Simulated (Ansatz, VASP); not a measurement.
# C: VASP beside Ansatz

```xyz
4
Lattice="2.4996 0.0000 0.0000 -1.2498 2.1647 0.0000 0.0000 0.0000 4.1190" Properties=species:S:1:pos:R:3 pbc="T T T"
C     0.0000    1.4431   -0.0011
C     1.2498    0.7216    2.0584
C     0.0000    1.4431    1.5416
C     1.2498    0.7216    3.6011
```

Change from the starting cell: strained cell.

Alike in both runs: functional PBEsol; k mesh 9 × 9 × 6; occupations gaussian, width 0.02 eV; no spin polarisation.

Ansatz relaxed the structure, and its values are those at the end. VASP's run is a single point on that final structure, the one shown.

|  | VASP | Ansatz |
| --- | --- | --- |
| version | VASP 6.6.1 | Ansatz 0.2.0 |
| potentials or method | VASP PAW PBE potentials, release 64 (C) | scalar-relativistic, plane waves, PAW |
| plane-wave cutoff (eV) | 520 | 600 |
| valence electrons in the cell | 16 | 16 |

```tsv
	VASP	Ansatz	Ansatz less VASP
gap on the k mesh at the Fermi level (eV)	3.03	3.05	+0.021
least direct gap on the mesh (eV)	4.81	4.82	+0.009
pressure (GPa)	5.6	4.4	-1.19
```

Ansatz warned: «pseudo_functional_mismatch».

Caveats: the PAW data sets were made with another functional, which shifts forces and pressure a little (VASP); an odd mesh through Γ misses points on the zone boundary, where band edges often lie.
